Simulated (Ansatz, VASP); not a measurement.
## One calculation of Ge, two programs

```
Ge
1.0
    -1.63060    1.63060    1.63060
     1.63060   -1.63060    1.63060
     1.63060    1.63060   -1.63060
Ge
1
Direct
  0.00000 0.00000 0.00000
```

Alike in both runs: functional PBE; k mesh 17 × 17 × 17; occupations fermi-dirac, width 0.05 eV; no spin polarisation.

Ansatz relaxed the structure, and its values are those at the end. VASP's run is a single point on that final structure, the one shown.

```csv
,VASP,Ansatz
version,VASP 6.6.1,Ansatz 0.2.0
potentials or method,"VASP PAW PBE potentials, release 64 (Ge_d)","PAW with Ansatz's default frozen-core files, scalar-relativistic"
plane-wave cutoff (eV),520,420
valence electrons in the cell,14,14
```

|  | VASP | Ansatz | Ansatz less VASP |
| --- | --- | --- | --- |
| pressure (GPa) | 8.1 | 8.2 | +0.06 |

With one functional, cell and mesh, what is left measures potentials, basis and numerics.
